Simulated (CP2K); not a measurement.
The system is SnO2.

```
Sn O
1.0
     5.15096    0.00000    0.00000
     4.13561    3.07067    0.00000
     4.13561    1.36747    2.74937
Sn O
1 2
Direct
  0.50000 0.50000 0.50000
  0.76283 0.76283 0.76283
  0.23717 0.23717 0.23717
```

Measurements of this composition are mostly on another form, of space group No. 136.

Program: CP2K 2026.2. Alike in all runs: task band structure; no spin polarisation; cell as given; k mesh 10 × 10 × 10.

Q: Order these runs on this cell by their band gap on the k mesh, lowest first.
A. level r2SCAN; potentials or basis POTENTIAL_UZH Sn GTH-SCAN-q4, O GTH-SCAN-q6; TZVP-MOLOPT-SCAN-GTH basis; smearing fermi-dirac 0.1 eV; NGRIDS 5; points a segment of the path (NPOINTS) 10; bands added on the path 2; CUTOFF of the grids 850 Ry
B. level LDA; potentials or basis GTH_POTENTIALS Sn GTH-PADE-q4, O GTH-PADE-q6; TZVP-MOLOPT-PBE-GTH basis; smearing fermi-dirac 0.01 eV; NGRIDS 5; points a segment of the path (NPOINTS) 6; bands added on the path 2; CUTOFF of the grids 600 Ry
C. level TASK; potentials or basis POTENTIAL_UZH Sn GTH-SCAN-q4, O GTH-SCAN-q6; TZVP-MOLOPT-SCAN-GTH basis; smearing fermi-dirac 0.05 eV; NGRIDS 4; points a segment of the path (NPOINTS) 6; bands added on the path 6; CUTOFF of the grids 850 Ry

A: B (1.61 eV), A (2.20 eV), C (2.97 eV).

Caveats: spin-orbit coupling is left out, which moves the levels of the heavy elements; the basis of atomic orbitals isn't converged, which shifts pressures, moduli and gaps; forces of over 1 eV/Å show positions far from the minimum, so gaps and moduli don't describe the material at rest (some runs).

A k mesh can miss the band edges.

Not every run made on this cell is shown here.
